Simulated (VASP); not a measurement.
PbSe (Clausthalite), 2 atoms in the cell. It takes space group Fm-3m (No. 225, cubic). The conventional cell has a = 6.176 Å, b = 6.176 Å, c = 6.176 Å, α = 90.00°, β = 90.00°, γ = 90.00°. Around Pb (site symmetry m-3m) lie 6 Se at 3.09 Å. Se (site symmetry m-3m) has 6 Pb at 3.09 Å as nearest neighbours.  The cell isn't the ideal one: a relaxed cell with its volume scaled by 0.98.

- Program: VASP 6.6.1
- Task: relaxation of the atoms
- Functional: PBE
- Potentials or basis: VASP PAW PBE potentials, release 64 (Pb_d, Se)
- Cutoff: 600 eV
- k mesh: 8 × 8 × 8
- Occupations: gaussian, width 0.03 eV
- Spin: no spin polarisation
- Further INCAR settings: ALGO = Fast; EDIFF = 1e-07; IBRION = 2; EDIFFG = -0.01; NSW = 40

Potentials or basis: VASP PAW PBE potentials, release 64 (Pb_d, Se).

Run with:

```sh
$ cat potpaw_PBE.64/Pb_d/POTCAR potpaw_PBE.64/Se/POTCAR > POTCAR
$ mpirun -np 1 vasp_std > vasp.out
```

Hardware: 1 thread of Intel(R) Xeon(R) 6975P-C (Granite Rapids), on a shared host.

Q: How long does it take, and how much memory?

A: It took 14 s on 1 thread of Intel(R) Xeon(R) 6975P-C (Granite Rapids), on a shared host, peak memory 0.22 GiB. Counts: scf iterations 15, k points 29, ion steps 1.
